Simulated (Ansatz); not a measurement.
## Si, space group P6/mmm: relaxations under a series of pressures, step by step

Program: the Python package of Ansatz (0.2.0).

The cells in order, each with its output:

```python
import ansatz as az
import numpy as np
```

```python
XC = 'PBEsol'
MESH = (6, 6, 6)
FILLING = 'fermi_dirac'
SIGMA = 0.1
TOLERANCE = 1e-09
```

```python
def edges_and_angles(cell):
    cell = np.asarray(cell)
    a, b, c = np.linalg.norm(cell, axis=1)
    cosines = cell[1] @ cell[2] / (b * c), cell[0] @ cell[2] / (a * c), cell[0] @ cell[1] / (a * b)
    return (a, b, c, *np.degrees(np.arccos(cosines)))
```

```python
xtal = (
    az.Lattice.of([2.527, 0.0, 0.0], [-1.2635, 2.18845, 0.0], [0.0, 0.0, 2.373])
    .atom('Si', [0.0, 0.0, 0.0])
)
```

```python
xtal.resolved().sites[-1]
```

    Site(symbol='Si', position=(0.0, 0.0, 0.0), moment=None, axis=None, held=None, saved=None)

```python
base = (
    xtal.calculation()
    .functional(XC)
    .basis(14 * az.Ha)
    .kpoints(mesh=MESH)  # the mesh must be finer for metals
    .occupations(FILLING, width=SIGMA)  # fractional filling near the Fermi level
    .eigensolver('davidson', mixed_precision=False)
    .scf(tolerance=TOLERANCE)
)
```

```python
# H = F + PV, with 1 GPa A^3 = 1/160.21766 eV
rows = []
for pressure in [0, 2, 4, 6, 8]:
    done = base.relax(cell=True, pressure=pressure).run(threads=1, backend='cpu')
    cell = done.lattice.cell_ang
    n_atoms = len(done.lattice.sites)
    volume = abs(np.linalg.det(cell)) / n_atoms
    enthalpy = done.report['free_energy_ev'] / n_atoms + pressure * volume / 160.21766
    rows.append((pressure, volume, enthalpy, *edges_and_angles(cell)))
    print(f'{pressure} GPa done: {volume:.4f} A^3/atom')
```

    DeckWarning: basis.ecutwfc = 380.959407443832 eV is below the records' recommended 420 eV, and the density's cutoff is lower with it unless basis.ecutrho_ratio is high enough to keep the records' density cutoff: compare with a run at a higher cutoff
    DeckWarning: relax.cell: scf.convergence.dr2_threshold = 1e-9 eV is looser than the 1e-10 eV advised for a relaxation that steers and ends on the stress (1e-10 eV for each atom of the cell: 1). What an SCF threshold leaves in a stress goes as its square root, and in the free energy as the threshold itself, and one [...]
    0 GPa done: 14.8537 A^3/atom
    2 GPa done: 14.5612 A^3/atom
    4 GPa done: 14.2557 A^3/atom
    6 GPa done: 14.0385 A^3/atom
    8 GPa done: 13.8492 A^3/atom

```python
print(' P (GPa)  V (A^3/atom)  H (eV/atom)     a       b       c')
for row in rows:
    print('{:8.1f} {:12.4f} {:14.5f} {:7.4f} {:7.4f} {:7.4f}'.format(*row[:6]))
p, v = np.array([row[0] for row in rows], float), np.array([row[1] for row in rows])
print('mean bulk modulus between rows (GPa):', np.round(-np.diff(p) / np.diff(np.log(v)), 1))
```

     P (GPa)  V (A^3/atom)  H (eV/atom)     a       b       c
         0.0      14.8537     -621.27554  2.6242  2.6242  2.4906
         2.0      14.5612     -621.09194  2.6129  2.6129  2.4628
         4.0      14.2557     -620.91214  2.6071  2.6071  2.4218
         6.0      14.0385     -620.73560  2.5968  2.5968  2.4039
         8.0      13.8492     -620.56155  2.5859  2.5859  2.3915
    mean bulk modulus between rows (GPa): [100.5  94.3 130.3 147.3]

The volume falls from 14.85 Å³ an atom at 0 GPa to 13.85 at 8 GPa, by 6.8 %. Between 0 and 2 GPa, -V dP/dV is about 101 GPa, a mean over that step.

What to keep in mind:
- These settings explore the input space; cutoff and mesh may be short of convergence.
- The cutoff lies under the one recommended for these potentials.
- Under the recommended cutoff a pressure can be off by several GPa, even in sign.
- At a fixed pressure a relaxation lowers the enthalpy F + PV, while F alone can rise.
- The mesh is modest for a metal, so energies can be off by several to tens of meV an atom and pressures by half a GPa or more; differences at equal mesh fare better.
- This isn't the structure that Si takes at ambient conditions.
- Warnings are shown shortened and without file and line.
- Symmetry holds the cell in this phase, whether or not it is the stable one at each pressure.
- Timing: 7.7 s on 1 thread of Arm Neoverse V2, with other jobs on the host, peak memory 0.33 GiB.
